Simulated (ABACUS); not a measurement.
Here is an ABACUS 3.10.1 calculation.

Contents of run_abacus.py:

```python
"""ABACUS run from a structure file: ASE reads it, the script writes STRU, KPT and INPUT."""
import re
import subprocess
import spglib
from ase import Atoms
from ase.io import read
from ase.units import Bohr

atoms = read("GaSb.cif")
cell, frac, numbers = spglib.standardize_cell((atoms.cell[:], atoms.get_scaled_positions(), atoms.numbers), to_primitive=True, symprec=1e-4)
atoms = Atoms(numbers=numbers, cell=cell, scaled_positions=frac, pbc=True)  # the primitive cell
atoms = atoms[(-atoms.numbers).argsort(kind="stable")]  # ABACUS lists atoms element by element
pseudo = {'Sb': 'Sb.upf', 'Ga': 'Ga.upf'}
orbital = {}
magmoms = None
kmesh = [6, 6, 6]
params = {
    'suffix': 'GaSb',
    'calculation': 'scf',
    'basis_type': 'pw',
    'pseudo_dir': './',
    'symmetry': 1,
    'dft_functional': 'GGA_X_B88+GGA_C_LYP',
    'ecutwfc': 81,
    'pseudo_rcut': 10,
    'nspin': 1,
    'nbands': 24,
    'ks_solver': 'dav',
    'smearing_method': 'fd',
    'smearing_sigma': 0.00367493,
    'scf_thr': 1e-08,
    'scf_nmax': 100,
    'mixing_type': 'broyden',
    'mixing_beta': 0.7,
    'cal_force': 1,
    'cal_stress': 1,
    'out_chg': 1,
    'kpar': 4,
}

symbols = atoms.get_chemical_symbols()
elements = list(dict.fromkeys(symbols))
lines = ["ATOMIC_SPECIES"] + [f"{e} {atoms.get_masses()[symbols.index(e)]:.4f} {pseudo[e]}" for e in elements]
if orbital:
    lines += ["", "NUMERICAL_ORBITAL"] + [orbital[e] for e in elements]
lines += ["", "LATTICE_CONSTANT", f"{1 / Bohr:.10f}", "", "LATTICE_VECTORS"]
lines += [" ".join(f"{x:.10f}" for x in v) for v in atoms.cell]
lines += ["", "ATOMIC_POSITIONS", "Direct"]
for e in elements:
    lines += ["", e, "0.0", str(symbols.count(e))]
    for i, p in enumerate(atoms.get_scaled_positions(wrap=False)):
        if symbols[i] == e:
            mag = "" if magmoms is None else " mag " + " ".join(str(x) for x in (magmoms[i] if isinstance(magmoms[i], list) else [magmoms[i]]))
            lines.append(" ".join(f"{x:.10f}" for x in p) + " 1 1 1" + mag)
open("STRU", "w").write("\n".join(lines) + "\n")
open("KPT", "w").write("K_POINTS\n0\nGamma\n%d %d %d 0 0 0\n" % tuple(kmesh))
open("INPUT", "w").write("INPUT_PARAMETERS\n" + "".join(f"{k:<20s}{v}\n" for k, v in params.items()))

done = subprocess.run(['mpirun', '-np', '4', 'abacus'])
if done.returncode:
    raise SystemExit(done.returncode)
log = open("OUT.GaSb/running_scf.log").read()
print("final energy (eV):", re.findall(r"FINAL_ETOT_IS (\S+)", log))
```

The input GaSb.cif:

```cif
data_GaSb
_cell_length_a 6.11800000
_cell_length_b 6.11800000
_cell_length_c 6.11800000
_cell_angle_alpha 90.00000000
_cell_angle_beta 90.00000000
_cell_angle_gamma 90.00000000
_space_group_name_H-M_alt 'F-43m'
_space_group_name_Hall 'F -4 2 3'
_space_group_IT_number 216
loop_
_space_group_symop_operation_xyz
'x,y,z'
'y,-x,-z'
'-x,-y,z'
'-y,x,-z'
'x,-y,-z'
'y,x,z'
'-x,y,-z'
'-y,-x,z'
'z,x,y'
'-z,y,-x'
'z,-x,-y'
'-z,-y,x'
'-z,x,-y'
'z,y,x'
'-z,-x,y'
'z,-y,-x'
'y,z,x'
'-x,-z,y'
'-y,z,-x'
'x,-z,-y'
'-y,-z,x'
'x,z,y'
'y,-z,-x'
'-x,z,-y'
'x,y+1/2,z+1/2'
'y,-x+1/2,-z+1/2'
'-x,-y+1/2,z+1/2'
'-y,x+1/2,-z+1/2'
'x,-y+1/2,-z+1/2'
'y,x+1/2,z+1/2'
'-x,y+1/2,-z+1/2'
'-y,-x+1/2,z+1/2'
'z,x+1/2,y+1/2'
'-z,y+1/2,-x+1/2'
'z,-x+1/2,-y+1/2'
'-z,-y+1/2,x+1/2'
'-z,x+1/2,-y+1/2'
'z,y+1/2,x+1/2'
'-z,-x+1/2,y+1/2'
'z,-y+1/2,-x+1/2'
'y,z+1/2,x+1/2'
'-x,-z+1/2,y+1/2'
'-y,z+1/2,-x+1/2'
'x,-z+1/2,-y+1/2'
'-y,-z+1/2,x+1/2'
'x,z+1/2,y+1/2'
'y,-z+1/2,-x+1/2'
'-x,z+1/2,-y+1/2'
'x+1/2,y,z+1/2'
'y+1/2,-x,-z+1/2'
'-x+1/2,-y,z+1/2'
'-y+1/2,x,-z+1/2'
'x+1/2,-y,-z+1/2'
'y+1/2,x,z+1/2'
'-x+1/2,y,-z+1/2'
'-y+1/2,-x,z+1/2'
'z+1/2,x,y+1/2'
'-z+1/2,y,-x+1/2'
'z+1/2,-x,-y+1/2'
'-z+1/2,-y,x+1/2'
'-z+1/2,x,-y+1/2'
'z+1/2,y,x+1/2'
'-z+1/2,-x,y+1/2'
'z+1/2,-y,-x+1/2'
'y+1/2,z,x+1/2'
'-x+1/2,-z,y+1/2'
'-y+1/2,z,-x+1/2'
'x+1/2,-z,-y+1/2'
'-y+1/2,-z,x+1/2'
'x+1/2,z,y+1/2'
'y+1/2,-z,-x+1/2'
'-x+1/2,z,-y+1/2'
'x+1/2,y+1/2,z'
'y+1/2,-x+1/2,-z'
'-x+1/2,-y+1/2,z'
'-y+1/2,x+1/2,-z'
'x+1/2,-y+1/2,-z'
'y+1/2,x+1/2,z'
'-x+1/2,y+1/2,-z'
'-y+1/2,-x+1/2,z'
'z+1/2,x+1/2,y'
'-z+1/2,y+1/2,-x'
'z+1/2,-x+1/2,-y'
'-z+1/2,-y+1/2,x'
'-z+1/2,x+1/2,-y'
'z+1/2,y+1/2,x'
'-z+1/2,-x+1/2,y'
'z+1/2,-y+1/2,-x'
'y+1/2,z+1/2,x'
'-x+1/2,-z+1/2,y'
'-y+1/2,z+1/2,-x'
'x+1/2,-z+1/2,-y'
'-y+1/2,-z+1/2,x'
'x+1/2,z+1/2,y'
'y+1/2,-z+1/2,-x'
'-x+1/2,z+1/2,-y'
loop_
_atom_site_label
_atom_site_type_symbol
_atom_site_symmetry_multiplicity
_atom_site_Wyckoff_symbol
_atom_site_fract_x
_atom_site_fract_y
_atom_site_fract_z
_atom_site_occupancy
Sb1 Sb 4 c 0.2500000000 0.2500000000 0.2500000000 1
Ga1 Ga 4 a 0.0000000000 0.0000000000 0.0000000000 1
```

Potentials or basis: PseudoDojo NC SR 0.4.1 PBE standard, plane waves.

Command:

```bash
$ OMP_NUM_THREADS=1 python run_abacus.py > log
```

Estimate the band gap on the k mesh.

none (metal or under the smearing width).

Predict the pressure.

5.3 GPa.

Caveat: the potentials were made for another functional, which shifts forces and pressure; this crystal is a semiconductor, whose small gap the functional closes, so the metal is an error of the method. The run has no spin-orbit coupling, so splittings on Sb are missing.

**Experimental background.**

A printed reference work, data compilation reports, for a bulk crystal of GaSb at 4.2 K: band gap 0.811 eV (direct).

Against the measured gap of GaSb, 0.811 eV (direct; 4.2 K; a printed reference work, data compilation), the calculated 0.00 eV is off by -0.81 eV. Spin-orbit coupling on Ga, Sb is left out. The value is that of BLYP on a finite k mesh, which can miss the band edges, without temperature or zero-point motion. Semilocal functionals fall short of measured gaps as a rule.
